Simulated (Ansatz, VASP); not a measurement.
## Au: VASP beside Ansatz

```xyz
1
Lattice="0.0000 2.0350 2.0350 2.0350 0.0000 2.0350 2.0350 2.0350 0.0000" Properties=species:S:1:pos:R:3 pbc="T T T"
Au    0.0000    0.0000    0.0000
```

Alike in both runs: task single point; functional PBE; k mesh 11 × 11 × 11; occupations gaussian, width 0.018 eV; no spin polarisation.

|  | VASP | Ansatz |
| --- | --- | --- |
| version | VASP 6.6.1 | Ansatz 0.2.0 |
| potentials or method | VASP PAW PBE potentials, release 64 (Au), cutoff 520 eV | all-electron LAPW, scalar-relativistic |

|  | VASP | Ansatz | Ansatz less VASP |
| --- | --- | --- | --- |
| gap on the k mesh at the Fermi level (eV) | none | none | - |
| pressure (GPa) | 10.6 | 10.8 | +0.26 |

A gap of «none» marks a metal or a gap that the smearing closes. Ansatz ran all-electron here, so the differences hold the error of VASP's frozen core and of both bases.

Spin-orbit coupling is left out, which matters for the levels of Au.
